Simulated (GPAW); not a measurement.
Records of electronic-structure calculations.

```json
{"subject": "Quasiparticle gap of RbBr (Fm-3m) in GPAW", "lattice_ang": [[-0.0, 3.427, 3.427], [3.427, -0.0, 3.427], [3.427, 3.427, -0.0]], "atoms": [["Rb", 0.0, 0.0, 0.0], ["Br", 0.5, 0.5, 0.5]], "method": "DFT, PBE, plane waves, PAW (and 1 further level or step)", "program": "GPAW 26.7.0", "settings_of_one_run": "cutoff 450 eV, GPAW PAW setups 1.2.1 data release, 4×4×4 k-mesh, nbands 379", "cost": "3 runs, 59 s in all on 4 MPI ranks of Intel Xeon Platinum 8375C at 2.90GHz (Ice Lake), shared host (the runs of this entry)", "notes": "The database entry behind the starting cell differs from later determinations by our own check (about 0.5 % short). The cell and positions come from the Crystallography Open Database and are kept as given unless a step says otherwise. Limits: no spin-orbit coupling. Bands and cutoff are finite, so the gap is not at the basis limit. The miss can reach some tenths of an eV and take either sign; the mesh is an error of its own.", "results": {"pbe_gap": "4.37 eV, direct", "g0w0_gap_on_the_mesh": "6.74 eV", "gw_settings": "4×4×4 mesh, 171 bands, screening to 96 eV, Godby-Needs plasmon pole", "known_limits": "not at the basis limit; no spin-orbit coupling"}}
```

[Paths, hosts, dates, memory and timing lines, banners, echoed tables and standing remarks are left out of the program output.]

[Logs are printed without paths, hosts, clocks, repeated set-up lines and the standing remarks that a program may print on its own settings, such as how far it seeks lower states.]

[Runs of the session that timed out or met a known fault of the program may be left out.]

[Hosts, paths, dates, database ids (printed as entryN), source tags and the programs' standing remarks are cut or masked in the printed files.]
